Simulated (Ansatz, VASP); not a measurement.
## One calculation of KCl, two programs

Contents of POSCAR:

```
KCl
1.0
    0.0000000000      3.5760705537      3.5760705537
    3.5760705537      0.0000000000      3.5760705537
    3.5760705537      3.5760705537      0.0000000000
K Cl
1 1
Direct
    0.0000000000      0.0000000000      0.0000000000
    0.2500000000      0.2500000000      0.2500000000
```

File INCAR.step1:

```
  PREC = Accurate
  ENCUT = 520
  ISMEAR = 0
  SIGMA = 0.01
  LREAL = False
  LASPH = True
  NELM = 60
  NBANDS = 15
  GGA = PE
  ALGO = Normal
  EDIFF = 1E-4
  LWAVE = True
  LCHARG = False
```

File INCAR.step2:

```
  PREC = Accurate
  ENCUT = 520
  EDIFF = 1E-6
  ISMEAR = 0
  SIGMA = 0.01
  LREAL = False
  LASPH = True
  NELM = 60
  ALGO = Normal
  ISIF = 2
  LWAVE = False
  LCHARG = False
  METAGGA = R2SCAN
  LMIXTAU = True
  NBANDS = 15
  ISTART = 1
```

KPOINTS

```
Automatic mesh
0
Gamma
  6 6 6
```

Input for Ansatz:

```yaml
crystal:
  lattice:
    - [0.0, 3.5760705537, 3.5760705537]
    - [3.5760705537, 0.0, 3.5760705537]
    - [3.5760705537, 3.5760705537, 0.0]
  atoms:
    - { symbol: K, position: [0.0, 0.0, 0.0] }
    - { symbol: Cl, position: [0.25, 0.25, 0.25] }
kpoints:
  mp_grid: { grid: [6, 6, 6] }
hamiltonian:
  xc: r2scan
scf:
  occupations: { method: fixed }
  n_extra_bands: 4
output:
  forces: true
  stress: true
  eigenvalues: true
```

Alike in both runs: task single point; functional r2SCAN; k mesh 6 × 6 × 6; no spin polarisation.

```csv
,VASP,Ansatz
version,VASP 6.6.1,Ansatz 0.2.0
potentials or method,"VASP PAW PBE potentials, release 64 (K_sv, Cl)","plane waves, PAW"
plane-wave cutoff (eV),520,500
occupations,"gaussian, width 0.01 eV",fixed
valence electrons in the cell,16,16
```

|  | VASP | Ansatz | Ansatz less VASP |
| --- | --- | --- | --- |
| gap on the k mesh at the Fermi level (eV) | 5.25 | 5.25 | -0.002 |
| pressure (GPa) | -0.6 | -0.6 | +0.02 |

Caveats: the PAW data sets were made with another functional, which shifts forces and pressure a little (VASP). A k mesh can miss the band edges. r2SCAN opens gaps a little over a GGA but as a rule still falls short of measured ones.
